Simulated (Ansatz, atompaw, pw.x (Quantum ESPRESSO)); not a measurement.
What a changed setting does to a pw.x run (fcc Te)

Potential: PAW, atompaw 4.2.0.5, PBE; core [Kr] 4d10, reference 5s2 5p4; waves: 5s (bound): rc 1.55 bohr; 5s channel at 0.9 Ry: rc 2.10 bohr; 5p (bound): rc 2.10 bohr; 5p channel at 1.45 Ry: rc 2.10 bohr; 5d channel at 0.3 Ry: rc 2.10 bohr; 5d channel at 2.95 Ry: rc 2.10 bohr; local part: bessel scheme, radius 1.70 bohr; core correction: smooth core density matched at 1.10 bohr; augmentation: sinc compensation charge, radius 2.05 bohr; PAW radius 2.10 bohr; waves and projectors: custom rrkj gramschmidtortho.

The reference run (k-mesh 12³, cutoffs 45/450 Ry, Fermi–Dirac 0.01 Ry, mixing_beta 0.4, conv_thr 1e-9, no spin) gives 0.05 GPa at 28.359 Å³/atom, where all-electron LAPW gives 0.13 GPa. This run, with its own iteration cap, changes mixing_beta to 0.05.

```
&control
  calculation='scf', prefix='x', pseudo_dir='./', outdir='./tmp', tstress=.true., disk_io='none'
/
&system
  ibrav=0, nat=1, ntyp=1, ecutwfc=45, ecutrho=450, nbnd=10,
  occupations='smearing', smearing='fd', degauss=0.01
/
&electrons
  conv_thr=1e-09, mixing_beta=0.05, electron_maxstep=50
/
ATOMIC_SPECIES
Te 1.0 Te.UPF
CELL_PARAMETERS angstrom
  0.00000000 2.42039904 2.42039904
  2.42039904 0.00000000 2.42039904
  2.42039904 2.42039904 0.00000000
ATOMIC_POSITIONS crystal
Te 0.0000 0.0000 0.0000
K_POINTS automatic
12 12 12 0 0 0
```

```bash
pw.x < Te.scf.in > Te.scf.out
```

How does the run end?

It converges in 12 iterations; the free energy moves by +0.0 meV/atom and the pressure by +0.00 GPa. The result is that of the reference run.

```
Message from routine setup:
     using ibrav=0 with symmetry is DISCOURAGED, use correct ibrav instead
     lattice parameter (alat)  =       6.4685  a.u.
     unit-cell volume          =     191.3760 (a.u.)^3
     number of electrons       =         6.00
     number of Kohn-Sham states=           10
     kinetic-energy cutoff     =      45.0000  Ry
     charge density cutoff     =     450.0000  Ry
     scf convergence threshold =      1.0E-09
     Exchange-correlation= SLA PW PBX PBC
     number of k points=    72  Fermi-Dirac smearing, width (Ry)=  0.0100
     negative rho (up, down):  9.519E-03 0.000E+00
     iteration #  1     ecut=    45.00 Ry     beta= 0.05
     c_bands:  1 eigenvalues not converged
     c_bands:  1 eigenvalues not converged
     negative rho (up, down):  9.387E-03 0.000E+00
     total energy              =    -362.58149057 Ry
     estimated scf accuracy    <       0.00212402 Ry
     iteration #  2     ecut=    45.00 Ry     beta= 0.05
     negative rho (up, down):  7.662E-03 0.000E+00
     total energy              =    -362.57939942 Ry
     estimated scf accuracy    <       0.00183988 Ry
     iteration #  3     ecut=    45.00 Ry     beta= 0.05
     negative rho (up, down):  7.520E-03 0.000E+00
     total energy              =    -362.57969067 Ry
     estimated scf accuracy    <       0.00001618 Ry
     [... 6 iterations left out ...]
     iteration # 10     ecut=    45.00 Ry     beta= 0.05
     negative rho (up, down):  9.485E-03 0.000E+00
     total energy              =    -362.57976123 Ry
     estimated scf accuracy    <       0.00000004 Ry
     iteration # 11     ecut=    45.00 Ry     beta= 0.05
     negative rho (up, down):  9.614E-03 0.000E+00
     total energy              =    -362.57976124 Ry
     estimated scf accuracy    <       0.00000002 Ry
     iteration # 12     ecut=    45.00 Ry     beta= 0.05
     negative rho (up, down):  9.605E-03 0.000E+00
     the Fermi energy is     7.9760 ev
!    total energy              =    -362.57976129 Ry
     estimated scf accuracy    <          1.3E-10 Ry
     smearing contrib. (-TS)   =      -0.00432430 Ry
     The total energy is F=E-TS. E is the sum of the following terms:
     one-electron contribution =       6.22220649 Ry
     hartree contribution      =       0.45224659 Ry
     xc contribution           =     -43.27844045 Ry
     ewald contribution        =     -18.04317417 Ry
     one-center paw contrib.   =    -307.92827544 Ry
     convergence has been achieved in  12 iterations
     negative rho (up, down):  9.605E-03 0.000E+00
          total   stress  (Ry/bohr**3)                   (kbar)     P=        0.52
     Message from routine punch:
     Nothing written, as per user request (disk_io='none')
```

The run took about 29 s on one core of a shared host (Intel(R) Xeon(R) Platinum 8259CL CPU @ 2.50GHz, 96 threads, 755 GiB, load 34).
